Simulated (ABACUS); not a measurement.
Crystal: C.

```
CELL_PARAMETERS angstrom
0.00000 1.78337 1.78337
1.78337 0.00000 1.78337
1.78337 1.78337 0.00000
ATOMIC_POSITIONS crystal
C 0.75000 0.75000 0.75000
C 0.50000 0.50000 0.50000
```

This isn't the form of C at room conditions, which is graphite.

Base run:

```yaml
Program: ABACUS 3.10.1
Functional: rSCAN
Potentials_or_basis: SG15 ONCV 1.2 PBE
Cutoff: 1293 eV
Density_cutoff: 5170 eV
Basis: plane waves
k_mesh: 8 × 8 × 8
Occupations: fermi-dirac, width 0.05 eV
Spin: no spin polarisation
```

Its results: band gap on the k mesh 4.28 eV, indirect (least direct gap 5.84 eV); pressure -3.2 GPa.

Problem. The run is repeated on the same cell with these changes: functional from rSCAN to TPSS. What comes out?

Solution. Band gap on the k mesh 4.26 eV, indirect (least direct gap 5.83 eV); pressure 1.7 GPa.

Caveats: the potentials were made for another functional, which shifts forces and pressure.

A k mesh can miss the band edges.

Not every run made on this cell is shown here.
